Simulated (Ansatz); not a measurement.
# La (bcc type): how the settings move a single-point run

How sensitive is a single-point run of La (bcc type) to its settings? A reference run comes first, then one run with altered input.

Program: Ansatz 0.2.0. Level of theory: reference: DFT, PBE, all-electron LAPW, scalar-relativistic. These are calculated values, not measurements.

### Step 1. The structure to begin with

Symmetry: Im-3m, No. 229, cubic system. The conventional cell has a = 3.859 Å, b = 3.859 Å, c = 3.859 Å, α = 90.00°, β = 90.00°, γ = 90.00°. Around La (site symmetry m-3m) lie 8 La at 3.34 Å.

As a file:

```
CELL_PARAMETERS angstrom
-1.92964 1.92964 1.92964
1.92964 -1.92964 1.92964
1.92964 1.92964 -1.92964
ATOMIC_POSITIONS crystal
La 0.00000 0.00000 0.00000
```

### Step 2. Baseline

Input file input.yaml:

```yaml
crystal:
  lattice:
    - [-1.9296393454, 1.9296393454, 1.9296393454]
    - [1.9296393454, -1.9296393454, 1.9296393454]
    - [1.9296393454, 1.9296393454, -1.9296393454]
  atoms:
    - { symbol: La, position: [0.0, 0.0, 0.0] }
kpoints:
  mp_grid: { grid: [13, 13, 13] }
scf:
  occupations: { method: fermi_dirac, width: 0.08 }
hamiltonian:
  xc: pbe
  pseudopotentials: { kind: all_electron, lapw: { basis_error: 0.001 } }
output:
  forces: true
  stress: true
  eigenvalues: true
  populations: true
```

Run with:

```sh
> ansatz run input.yaml --threads 1 --pin off --max-ram 2048MiB --backend cpu --events-out ev --progress --plain --runs-dir out
```

### Step 3. Changed: dispersion d3bjatm

Edit input.yaml of step 2 so:

```diff
@@ -14,2 +14,3 @@
   pseudopotentials: { kind: all_electron, lapw: { basis_error: 0.001 } }
+  dispersion: d3bjatm
 output:
```

Q: Predict the outcome of this session. Wanted: for each run, ending; energy change; pressure; gap; force.

The runs gave:

| run | ending | energy change | pressure (GPa) | gap (eV) | force (eV/Å) | cycles | time |
| --- | --- | --- | --- | --- | --- | --- | --- |
| reference | converged | 0 | 10.2 | 0.00 | 0.00 | 6 | 5.8 s |
| 1: dispersion d3bjatm | converged | -495.3 meV/atom (offset of the dispersion model) | 7.5 | 0.00 | 0.00 | 6 | 5.9 s |

Residual by cycle in the longest SCF loop of each run; runs are numbered as in the table. The quantity is the density residual dr2, in eV.

```
cycle  reference    run 1
    1    0.00133  0.00133
    2     1.9e-4   1.9e-4
    3     6.7e-5   6.7e-5
    4     1.5e-5   1.5e-5
    5     2.0e-6   2.0e-6
    6     8.9e-8   8.9e-8
```

What this shows: The energy moves by -495.3 meV/atom, nearly all of it the dispersion term itself (-495.3 meV/atom); that offset belongs to the model and is no gain or loss of stability; the pressure goes from 10.2 to 7.5 GPa.
